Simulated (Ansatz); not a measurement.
# 1T-SrCl2 monolayer in a perpendicular field, part 2 of 2

Aim: how the 1T-SrCl2 monolayer screens a field along its normal, and what the field does to its bands. A positive field points along +c.

Ansatz 0.2.0; plane-wave DFT, PBE-D3(BJ), Ansatz PAW (set soft_1); PAW set soft_1.

So far. Step 2 (Relaxing the slab): The lattice constant a goes from 4.008 to 4.399 Å.

### Step 3. Single point, field 0

A sawtooth potential applies the field, turning back in the middle of the vacuum. With the dipole correction the typed value is the field outside the slab. The induced dipole is small, so the SCF threshold is tight.

The cell differs from the one that the last finished run ended in (c 37.971 → 20.828 Å).

input.yaml reads:

```yaml
crystal:
  lattice:
    - [4.3991713498, 0.0, 0.0]
    - [-2.1995856749, 3.8097941446, 0.0]
    - [0.0, 0.0, 20.8275978435]
  atoms:
    - { symbol: Cl, position: [0.6666666667, 0.3333333333, 0.4321189639] }
    - { symbol: Sr, position: [0.0, 0.0, 0.5] }
    - { symbol: Cl, position: [0.3333333333, 0.6666666667, 0.5678810361] }
kpoints:
  mp_grid: { grid: [12, 12, 1] }
  band_path:
    path: [[0, 0, 0], [0.5, 0, 0], [0.33333333, 0.33333333, 0], [0, 0, 0]]
    npoints: 16
hamiltonian:
  xc: pbe
  dispersion: d3bj
  pseudopotentials: { kind: paw, azcp: { folder: soft_1 } }
scf:
  occupations: { method: fermi_dirac, width: 0.02585 }
  convergence: { dr2_threshold: 1.0e-10 }
efield:
  axis: 3
  dipole_correction: true
  ramp_position: 0.97
  ramp_width: 0.06
  amplitude: 0
output:
  dos: { projected: true, e_range: [-6, 5] }
  write_potential: true
  write_density: true
  volumetric_format: npy
  elf: true
```

Started as:

```
> ansatz run input.yaml --threads 2 --pin off --max-ram 3072MiB --backend cpu --events-out ev --progress --plain --runs-dir out
```

Numbers of over 12 decimals in the logs are rounded to 6 here.

What it wrote:

```text
[...]
Crystal: 3 atoms, lattice volume = 349.069 Å³
Basis set: ecut = 420 eV, 6891 PW (Γ)
Bands: 16, of which v1, the nominal top of the filled ones, is band 12 counted from 1 (11 counted from 0)
Symmetry: 6 space group operations
k-points: 19 of 144 (time reversal used)
[...]
SCF iter   1: F=—  HF=-5711.361671 eV  |F-HF|=—  |Δ(HF+E_count)|=         —  Δρ=1.44e-2  dr2=1.51e0  ethr=3.10e-3  p=0.000 e·Å  D=1.10e-14 V/Å  ΔV_dip=-0.00 eV  dr2_dipole=2.95e-9  V_vac-E_F(+/−)=6.44/6.44 eV  ⟨swp⟩=17.4  Hψ=3223  notcnv=0
efield: sawtooth ramp at fractional position 0.9700 (set: `efield.ramp_position`, or a place that a band, a saddle search or an elastic batch's reference lends), width 0.0600; the density the first Hamiltonian is built on has a dipole p = 0.000 e·Å; the dipole correction subtracts the counter field D = 1.10e-14 V/Å, which shifts the + side's vacuum level by -0.00 eV against the − side's; the planar-averaged density in the ramp window peaks in size at 1.9e-7 e/Å³
[...]
SCF iter   2: F=—  HF=-5710.945117 eV  |F-HF|=—  |Δ(HF+E_count)|=   4.17e-1  Δρ=5.50e-3  dr2=1.05e-1  ethr=3.10e-3  p=-0.000 e·Å  D=-2.09e-5 V/Å  ΔV_dip=0.00 eV  dr2_dipole=3.95e-9  V_vac-E_F(+/−)=5.41/5.41 eV  ⟨swp⟩=3.1  Hψ=748  notcnv=0
[...]
SCF iter  10: F=-5710.981456 eV  HF=-5710.981456 eV  |F-HF|=1.55e-11  |Δ(HF+E_count)|=   1.04e-9  Δρ=1.62e-7  dr2=9.75e-11  ethr=1.00e-12  p=0.000 e·Å  D=6.75e-7 V/Å  ΔV_dip=-0.00 eV  dr2_dipole=5.75e-12  V_vac-E_F(+/−)=5.03/5.03 eV  ⟨swp⟩=4.9  Hψ=1379  notcnv=0
SCF 1 converged in 10 iterations: F = -5710.981456 eV  dr2 = 9.75e-11
[...]
NSCF: frozen V_eff on 49 k-points
efield: sawtooth ramp at fractional position 0.9700 (kept from the solve that this one continues, or follows in the run), width 0.0600; the density the first Hamiltonian is built on has a dipole p = 0.000 e·Å; the dipole correction subtracts the counter field D = 6.75e-7 V/Å, which shifts the + side's vacuum level by -0.00 eV against the − side's; the planar-averaged density in the ramp window peaks in size at 2.1e-7 e/Å³
[...]
SCF converged after 10 iterations
Free energy (F): -5710.981456 eV
[...]
Internal energy: -5710.981456 eV  (E = F + TS)
E sigma→0 (E₀):  -5710.981456 eV
Fermi energy:    -2.457476 eV
Dipole field:    D = -0.000002 V/Å  (p = -0.000003 e·Å, saw-weighted, corrected)
Work function:   Φ+ = 5.0346 eV   Φ− = 5.0345 eV
Levels:          The Fermi level and band energies are counted from a zero that moves with the ramp; work functions are not
[...]
--- Band table (eV; the first three rows and the last of 19) ---
  k-point 0: bands = [... 8 lower, -6.3901, -5.5833, -5.5833, -5.5317, 0.4280, 1.5236, 1.5236, 1.7408]
  k-point 1: bands = [... 8 lower, -6.3744, -5.6548, -5.6052, -5.5024, 0.5714, 1.4176, 1.6058, 1.7702]
  k-point 2: bands = [... 8 lower, -6.3309, -5.8174, -5.6644, -5.4506, 0.9015, 1.3063, 1.8351, 1.8395]
  k-point 18: bands = [... 8 lower, -6.4106, -5.8212, -5.7937, -5.7937, 1.6282, 1.8620, 1.8620, 3.5424]
```

The job ended after 6.8 s (2 threads of Intel Xeon 6975P-C (Granite Rapids), shared host; peak memory 0.57 GiB).

Reading the cycles: dr2 is the Hartree energy of the density residual (eV), the measure of convergence; HF is the Harris–Foulkes estimate of the energy, which meets the free energy F at convergence.

Numbers from this step:

```yaml
dipole_along_the_normal: -3.41e-6 e·Å
gap_along_the_path: 5.859 eV
smallest_direct_gap_along_the_path: 5.960 eV
ionisation_energy_upper_face: 8.008 eV
electron_affinity_upper_face: 2.149 eV
gap_the_smaller_of_path_and_mesh: 5.859 eV
```

Running mean over a fixed 2.7 Å (it still follows the layers) of the planar mean; the ramp of the sawtooth is left out. The electron's electrostatic potential energy less the Fermi level by z:

| z (Å) | electron's electrostatic potential energy less the Fermi level (eV) |
| --- | --- |
| 3.0 | 5.03 |
| 3.5 | 5.03 |
| 4.0 | 5.03 |
| 4.5 | 5.03 |
| 5.0 | 5.03 |
| 5.5 | 5.03 |
| 6.0 | 5.02 |
| 6.5 | 4.96 |
| 7.0 | 4.62 |
| 7.5 | 3.51 |
| 8.0 | 1.94 |
| 8.5 | 0.286 |
| 9.0 | -2.45 |
| 9.5 | -5.27 |
| 10.0 | -6.31 |
| 10.5 | -6.49 |
| 11.0 | -6.11 |
| 11.5 | -4.47 |
| 12.0 | -1.35 |
| 12.5 | 0.895 |
| 13.0 | 2.50 |
| 13.5 | 3.97 |
| 14.0 | 4.80 |
| 14.5 | 4.99 |
| 15.0 | 5.03 |
| 15.5 | 5.03 |
| 16.0 | 5.03 |
| 16.5 | 5.03 |
| 17.0 | 5.03 |
| 17.5 | 5.03 |

The density of states has structure finer than the step of the table below, so its rows give means over 0.25 eV, whole bins alone (the curve runs from -6 to 3.87 eV). Peaks (eV: height): -4.130: 17.0, -3.990: 30.2, -3.930: 23.7, -3.790: 13.9, -3.460: 27.2, -3.350: 19.3, -2.990: 18.5.

Table of density of states by energy, zero at the Fermi level of the run, which the smearing sets inside the gap; means over each step:

| energy (eV) | density of states (states/eV a cell) |
| --- | --- |
| -4.75 | 0 |
| -4.50 | 1.24 |
| -4.25 | 6.96 |
| -4.00 | 10.7 |
| -3.75 | 7.47 |
| -3.50 | 8.74 |
| -3.25 | 9.37 |
| -3.00 | 4.93 |
| -2.75 | 0 |
| -2.50 | 0 |
| -2.25 | 0 |
| -2.00 | 0 |
| -1.75 | 0 |
| -1.50 | 0 |
| -1.25 | 0 |
| -1.00 | 0 |
| -0.75 | 0 |
| -0.50 | 0 |
| -0.25 | 0 |
| 0.00 | 0 |
| 0.25 | 0 |
| 0.50 | 0 |
| 0.75 | 0 |
| 1.00 | 0 |
| 1.25 | 0 |
| 1.50 | 0 |
| 1.75 | 0 |
| 2.00 | 0 |
| 2.25 | 0 |
| 2.50 | 0 |
| 2.75 | 0 |
| 3.00 | 0.306 |
| 3.25 | 2.20 |
| 3.50 | 3.52 |

Projected DOS per atom over height of the atomic layer and energy from the Fermi level. Layers: Cl Sr Cl from below.

Ten even steps from '_' (0.00 states/eV) to '@' (4.48 states/eV), each cell a mean:
```
______
______
______
______
______
______
______
______
______
______
______
______
______
______
______
**__**
@@__@@
@@__@@
::__::
______
______
______
```
Columns: height of the atomic layer (Å) from 9 to 11.8; rows upwards: energy from the Fermi level (eV) from -5.96 to 3.85.

The electronic bands at the labelled points (eV, zero at the Fermi level of the run, which the smearing sets inside the gap):

| point | band 9 | band 10 | band 11 | band 12 | band 13 | band 14 | band 15 | band 16 |
| --- | --- | --- | --- | --- | --- | --- | --- | --- |
| Γ | -3.93 | -3.13 | -3.13 | -3.07 | 2.89 | 3.98 | 3.98 | 4.20 |
| halfway | -3.81 | -3.48 | -3.29 | -2.98 | 3.42 | 4.07 | 4.45 | 4.64 |
| M | -3.66 | -3.47 | -3.33 | -3.21 | 3.20 | 4.67 | 5.38 | 5.55 |
| halfway | -3.68 | -3.54 | -3.31 | -3.24 | 3.53 | 4.51 | 4.77 | 5.89 |
| K | -3.95 | -3.36 | -3.34 | -3.34 | 4.09 | 4.32 | 4.32 | 6.00 |
| halfway | -3.82 | -3.49 | -3.36 | -2.99 | 3.68 | 3.96 | 4.44 | 4.65 |
| Γ | -3.93 | -3.13 | -3.13 | -3.07 | 2.89 | 3.98 | 3.98 | 4.20 |

The electronic bands as a text plot (rows in eV, shown from -4.5 to 4.2 only):

```
    4.0 |++++++  +++                  ++++++++++++++++      +++++
    3.7 |    ++++                  +++          +++++++++++++
    3.3 |    ++++++++++++++++++++++                      ++++
    2.9 |++++                                                ++++
    2.6 |
    2.2 |
    1.9 |
    1.5 |
    1.1 |
    0.8 |
    0.4 |
    0.0 |
   -0.3 |
   -0.7 |
   -1.0 |
   -1.4 |
   -1.8 |
   -2.1 |
   -2.5 |
   -2.8 |    *********                             *********
   -3.2 |****************************************** *************
   -3.6 |       ************************  ***************
   -3.9 |********************************************************
   -4.3 |********************************************************
         Γ                   M           K                      Γ
```

Valence density in the ca plane at fractional y = 0.000, with atoms of Sr within 0.2 Å of it. It is the smooth field of the valence electrons, not physical close to the nuclei.

Ten steps, logarithmic in the rise over the least value, from '0' (0.0 e/Å³) to '9' (2.5 e/Å³), each cell a mean:
```
00000000000000000000268999852000000000000000
00000000000000000001247998742100000000000000
00000000000000000011234666432110000000000000
00000000000000000122333333333211000000000000
00000000000000000123443222344321000000000000
00000000000000000134443222344421000000000000
00000000000000000123443222344321000000000000
00000000000000000123333222333321000000000000
00000000000000000012233454332210000000000000
00000000000000000001236887632100000000000000
00000000000000000001258999852000000000000000
00000000000000000000269999852000000000000000
```
Columns run along c (16.0 Å, from fractional 0.08 to 0.85 of the cell), rows up along a (4.4 Å). Atoms in or near the plane, at fractional coordinates: Sr at (0.50, 0.00).

ELF in the ca plane at fractional y = 0.000, with atoms of Sr within 0.2 Å of it. It is the smooth field of the valence electrons, not physical close to the nuclei.

Ten even steps from '0' (0.00) to '9' (0.84), each cell a mean:
```
00000000000000000000169748950000000000000000
00000000000000000000038999720000000000000000
00000000000000000112102675201210000000000000
00000000000000001245421010135542100000000000
00000000000000002467763101467763100000000000
00000000000000012468875102588864210000000000
00000000000000012467874101578764200000000000
00000000000000001356641000256653100000000000
00000000000000000123211342112321000000000000
00000000000000000000015998510000000000000000
00000000000000000000059979940000000000000000
00000000000000000000179506961000000000000000
```
Columns run along c (16.0 Å, from fractional 0.08 to 0.85 of the cell), rows up along a (4.4 Å). Atoms in or near the plane, at fractional coordinates: Sr at (0.50, 0.00).

Electrostatic potential energy in the ca plane at fractional y = 0.000, with atoms of Sr within 0.2 Å of it. With pseudopotentials it is smooth inside the atoms' cores, unlike the true potential.

Ten even steps from '0' (-31 eV) to '9' (3 eV), each cell a mean:
```
99999999999999999998751000168999999999999999
99999999999999999999864001478999999999999999
99999999999999999999886545788999999999999999
99999999999999999999988777889999999999999999
99999999999999999999999888999999999999999999
99999999999999999999999999999999999999999999
99999999999999999999999999999999999999999999
99999999999999999999998888899999999999999999
99999999999999999999987666789999999999999999
99999999999999999999875213578999999999999999
99999999999999999999862000268999999999999999
99999999999999999998750000158899999999999999
```
Columns run along c (16.0 Å, from fractional 0.08 to 0.85 of the cell; values clipped at the 3rd and 97th percentile), rows up along a (4.4 Å). Atoms in or near the plane, at fractional coordinates: Sr at (0.50, 0.00).

The gap is 5.86 eV, with the valence edge 8.01 eV and the conduction edge 2.15 eV under the upper vacuum level.

### Step 4. Single point, field 0.1 V/Å

input.yaml: that of step 3 with these lines changed.

```diff
@@ -24,7 +24,6 @@
   dipole_correction: true
-  ramp_position: 0.97
-  ramp_width: 0.06
-  amplitude: 0
+  ramp_position: 0.928
+  ramp_width: 0.144
+  amplitude: 0.1
 output:
-  dos: { projected: true, e_range: [-6, 5] }
   write_potential: true
@@ -32,2 +31 @@
   volumetric_format: npy
-  elf: true
```

What it wrote:

```text
[...]
Crystal: 3 atoms, lattice volume = 349.069 Å³
Basis set: ecut = 420 eV, 6891 PW (Γ)
Bands: 16, of which v1, the nominal top of the filled ones, is band 12 counted from 1 (11 counted from 0)
Symmetry: 6 space group operations
k-points: 19 of 144 (time reversal used)
[...]
--- Band table (eV; the first three rows and the last of 19) ---
  k-point 0: bands = [... 8 lower, -6.3927, -5.5815, -5.5815, -5.5302, 0.4196, 1.5231, 1.5231, 1.7062]
  k-point 1: bands = [... 8 lower, -6.3771, -5.6529, -5.6033, -5.5010, 0.5620, 1.4173, 1.6054, 1.7410]
  k-point 2: bands = [... 8 lower, -6.3340, -5.8148, -5.6622, -5.4492, 0.8913, 1.3024, 1.8223, 1.8391]
  k-point 18: bands = [... 8 lower, -6.3817, -5.8266, -5.8192, -5.7587, 1.6266, 1.8522, 1.8705, 3.5388]
[key lines of the parts left out:]
SCF converged after 11 iterations
Free energy (F): -5710.983061 eV
Fermi energy:    -2.460910 eV
Dipole field:    D = 0.016647 V/Å  (p = 0.032114 e·Å, saw-weighted, corrected)
```

The job ended after 6.4 s (2 threads; peak memory 0.51 GiB; 12 s of CPU time).

The dipole is 0.0321 e·Å, and the gap 5.849 eV.

### Step 5. Single point, field -0.1 V/Å

input.yaml: that of step 4 with these lines changed.

```diff
@@ -26,3 +26,3 @@
   ramp_width: 0.144
-  amplitude: 0.1
+  amplitude: -0.1
 output:
```

What it wrote:

```text
[...]
Crystal: 3 atoms, lattice volume = 349.069 Å³
Basis set: ecut = 420 eV, 6891 PW (Γ)
Bands: 16, of which v1, the nominal top of the filled ones, is band 12 counted from 1 (11 counted from 0)
Symmetry: 6 space group operations
k-points: 19 of 144 (time reversal used)
[...]
--- Band table (eV; the first three rows and the last of 19) ---
  k-point 0: bands = [... 8 lower, -6.3927, -5.5815, -5.5815, -5.5302, 0.4196, 1.5231, 1.5231, 1.7062]
  k-point 1: bands = [... 8 lower, -6.3771, -5.6529, -5.6033, -5.5010, 0.5620, 1.4173, 1.6054, 1.7410]
  k-point 2: bands = [... 8 lower, -6.3340, -5.8148, -5.6622, -5.4492, 0.8913, 1.3024, 1.8223, 1.8391]
  k-point 18: bands = [... 8 lower, -6.3817, -5.8266, -5.8192, -5.7587, 1.6266, 1.8522, 1.8705, 3.5388]
[key lines of the parts left out:]
SCF converged after 11 iterations
Free energy (F): -5710.983061 eV
Fermi energy:    -2.460910 eV
Dipole field:    D = -0.016647 V/Å  (p = -0.032114 e·Å, saw-weighted, corrected)
```

Run time: 6.5 s. Hardware: 2 threads; peak memory 0.52 GiB; 13 s of CPU time.

The dipole is -0.0321 e·Å, and the gap 5.849 eV.

### Step 6. Response, atoms held

This step: plane-wave DFT, PBE-D3(BJ), Ansatz PAW (set soft_1); response to a field along the normal, atoms held; PAW set soft_1 (Ansatz 0.2.0).

The dipoles give the slope, and the difference of two potentials shows where the field is screened.

This step gave:

```yaml
equivalent_conductor_thickness_p_eps_0ae: 3.467 Å
distance_between_the_outer_atoms: 2.828 Å
```

Dipole of the cell against applied field:

| applied field (V/Å) | dipole of the cell (e·Å) |
| --- | --- |
| -0.1000 | -0.0321 |
| 0.0000 | -3.4e-6 |
| 0.1000 | 0.0321 |

Local field over the applied field, running mean. From the potentials at -0.1 and 0.1 V/Å; running mean over 2.5 Å. Local field over applied field against z:

z (Å), local field over applied field and a bar from the least value:
```
     4.05      1.000 ##############################
     4.34      1.000 ##############################
     4.77      0.999 ##############################
     5.06      0.999 ##############################
     5.50      0.996 ##############################
     5.79      0.991 ##############################
     6.07      0.983 #############################
     6.51      0.956 ############################
     6.80      0.922 ###########################
     7.09      0.870 ########################
     7.52      0.765 ####################
     7.81      0.686 ################
     8.24      0.566 ###########
     8.53      0.491 ########
     8.82      0.426 #####
     9.26      0.355 ##
     9.55      0.328 #
     9.84      0.314 
    10.27      0.306 
    10.56      0.306 
    10.99      0.314 
    11.28      0.328 #
    11.57      0.355 ##
    12.00      0.426 #####
    12.29      0.491 ########
    12.58      0.566 ###########
    13.02      0.686 ################
    13.31      0.765 ####################
    13.74      0.870 ########################
    14.03      0.922 ###########################
    14.32      0.956 ############################
    14.75      0.983 #############################
    15.04      0.991 ##############################
    15.33      0.996 ##############################
    15.77      0.999 ##############################
    16.05      0.999 ##############################
    16.49      1.000 ##############################
    16.78      1.000 ##############################
```

Electrons, planar mean, per unit field. Table of induced electron density by z:

| z (Å) | induced electron density (e/Å³ per V/Å) |
| --- | --- |
| 4.05 | 3.3e-7 |
| 4.34 | 7.2e-7 |
| 4.77 | 2.3e-6 |
| 5.06 | 5.1e-6 |
| 5.50 | 1.6e-5 |
| 5.79 | 3.4e-5 |
| 6.07 | 7.0e-5 |
| 6.51 | 2.0e-4 |
| 6.80 | 3.8e-4 |
| 7.09 | 7.1e-4 |
| 7.52 | 0.00161 |
| 7.81 | 0.00245 |
| 8.24 | 0.00298 |
| 8.53 | 0.00201 |
| 8.82 | 9.4e-4 |
| 9.26 | 1.9e-4 |
| 9.55 | -2.9e-4 |
| 9.84 | -6.7e-4 |
| 10.27 | -3.0e-4 |
| 10.56 | 3.0e-4 |
| 10.99 | 6.7e-4 |
| 11.28 | 2.9e-4 |
| 11.57 | -1.9e-4 |
| 12.00 | -9.4e-4 |
| 12.29 | -0.00201 |
| 12.58 | -0.00298 |
| 13.02 | -0.00245 |
| 13.31 | -0.00161 |
| 13.74 | -7.1e-4 |
| 14.03 | -3.8e-4 |
| 14.32 | -2.0e-4 |
| 14.75 | -7.0e-5 |
| 15.04 | -3.4e-5 |
| 15.33 | -1.6e-5 |
| 15.77 | -5.1e-6 |
| 16.05 | -2.3e-6 |
| 16.49 | -7.2e-7 |
| 16.78 | -3.3e-7 |

The smaller of the gaps on the path and on the k-mesh, counted as 0 under 0.03 eV; in a wide-gap layer a fall can come from a state in the tilted vacuum. The gap stays at 5.85 eV for applied field from -0.1 to 0.1 V/Å.

By hand: between -0.1 and 0.1 V/Å the dipole changes by 0.06423 e·Å, a slope of 0.3211 e·Å²/V. A perfect conductor of thickness t has p = ε₀AEt, so t = 180.95 × 0.3211 / 16.760 = 3.47 Å (e/ε₀ = 180.95 V·Å, A in Å²).

The induced dipole is that of a conductor 3.47 Å thick.

### Step 7. Outcome

| Property | Result |
| --- | --- |
| gap without field | 5.86 eV |
| ionisation energy, upper face | 8.01 eV |
| electron affinity, upper face | 2.15 eV |
| equivalent conductor thickness, atoms held | 3.47 Å |

**Reading.** The induced dipole equals that of a perfect conductor 3.47 Å thick, while the outer atoms lie 2.83 Å apart; an out-of-plane ε follows only once a thickness t is chosen, by 1 − 1/ε = 3.47 Å / t. The gap stays within 0.01 eV of 5.86 eV over the fields run, up to 0.1 V/Å in size. Semilocal functionals give gaps that are too small, and excitons are not included. Spin-orbit coupling is left out.

[Logs are printed without paths, hosts, clocks, repeated set-up lines and the standing remarks that a program may print on its own settings, such as how far it seeks lower states.]

[Hosts, paths, dates, database ids (printed as entryN), source tags and the programs' standing remarks are cut or masked in the printed files.]

[Maps of the electrostatic potential energy from Ansatz leave out the sawtooth potential of an applied field or a dipole correction, so their vacuum need not be flat; planar profiles and work functions include it.]

[The density of states shown here was stored with 400 of the rows of the run's finer table, so its peaks can read low, often by over a quarter, or be missed, and its means over a window can be off by a tenth or more.]
